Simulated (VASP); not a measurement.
Runs of VASP 6.6.1 on CdO. The structure is cubic, space group Fm-3m (No. 225). The conventional cell has a = 4.722 Å, b = 4.722 Å, c = 4.722 Å, α = 90.00°, β = 90.00°, γ = 90.00°. Cd (site symmetry m-3m) has 6 O at 2.36 Å as nearest neighbours. O (site symmetry m-3m) has 6 Cd at 2.36 Å as nearest neighbours. The cell is a database's computed one.

| task | level | potentials or basis | cell | k mesh | cutoff (eV) | mesh quality | gap on the mesh (eV) | pressure (GPa) | relaxed volume (Å³/atom) |
| --- | --- | --- | --- | --- | --- | --- | --- | --- | --- |
| relaxation of cell and atoms | RPBE | VASP PAW PBE potentials, release 64 (Cd, O) | relaxed | 16 × 16 × 16 | 600 | not flagged | none | 0.0 | 14.14 |
| relaxation of cell and atoms | PBEsol | VASP PAW PBE potentials, release 64 (Cd, O_s) | relaxed | 16 × 16 × 16 | 480 | not flagged | none | 0.0 | (a) |
| relaxation of cell and atoms | PBEsol | VASP PAW PBE potentials, release 64 (Cd, O) | relaxed | 16 × 16 × 16 | 580 | not flagged | none | 0.0 | 13.02 |
| relaxation of cell and atoms | PBE+D3(BJ) | VASP PAW PBE potentials, release 64 (Cd, O) | relaxed | 16 × 16 × 16 | 600 | not flagged | none | 0.0 | 13.31 |
| single point | PBEsol | VASP PAW PBE potentials, release 64 (Cd, O) | as given | 16 × 16 × 16 | 520 | not flagged | none | (b) | - |
| relaxation of cell and atoms | LDA | VASP PAW LDA potentials, release 64 (Cd, O) | relaxed | 16 × 16 × 16 | 600 | not flagged | none | 0.0 | 12.59 |
| relaxation of cell and atoms | PBEsol | VASP PAW PBE potentials, release 64 (Cd, O) | relaxed | 16 × 16 × 16 | 600 | not flagged | none | 0.0 | 13.02 |
| relaxation of cell and atoms | PBEsol | VASP PAW PBE potentials, release 64 (Cd, O) | relaxed | 6 × 6 × 6 | 600 | coarse | none | 0.0 | 13.02 |

Alike in all rows: no spin polarisation; smearing gaussian 0.1 eV.

Q: Estimate the missing entries.

A: (a) 13.03; (b) -1.4.

Caveats: some runs use coarse meshes; this crystal is a semiconductor, whose small gap the functional closes, so the metal is an error of the method; the PAW data sets were made with another functional, which shifts forces and pressure a little (some runs); pairwise dispersion overbinds metals, which lowers pressure and volume (some runs).

A k mesh can miss the band edges, and the runs leave out spin-orbit coupling on Cd.

A gap of «none» marks a metal or a gap under the smearing width.
